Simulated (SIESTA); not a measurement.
Ge:

```
CELL_PARAMETERS angstrom
5.65782 0.00000 0.00000
0.00000 5.65782 0.00000
0.00000 0.00000 5.65782
ATOMIC_POSITIONS crystal
Ge 0.25000 0.25000 0.25000
Ge 0.75000 0.25000 0.75000
Ge 0.25000 0.75000 0.75000
Ge 0.75000 0.75000 0.25000
Ge 0.00000 0.50000 0.50000
Ge 0.00000 0.00000 0.00000
Ge 0.50000 0.50000 0.00000
Ge 0.50000 0.00000 0.50000
```

Base run:

* Program: SIESTA 5.4.2
* Functional: PBE
* Potentials or basis: PseudoDojo 0.4 standard (PBE files)
* Basis: DZP (energy shift 0.003 Ry; two zetas on semicore shells)
* Grid cutoff: 800 Ry
* Energy shift: 0.003 Ry
* k mesh: 5 × 5 × 5
* Occupations: fermi-dirac, width 0.05 eV
* Spin: no spin polarisation

Its results: band gap on the k mesh 0.07 eV; pressure 5.1 GPa.

Q: The run is repeated on the same cell with these changes: potentials or basis from PseudoDojo 0.4 standard (PBE files) to SPMS 1.0 (PBE files) or PseudoDojo by element. What comes out?

A: Band gap on the k mesh none (metal or under the smearing width); pressure 4.7 GPa.

Caveats: the basis of atomic orbitals isn't converged, which shifts pressures, moduli and gaps; an odd mesh through Γ misses points on the zone boundary, where band edges often lie (some runs).
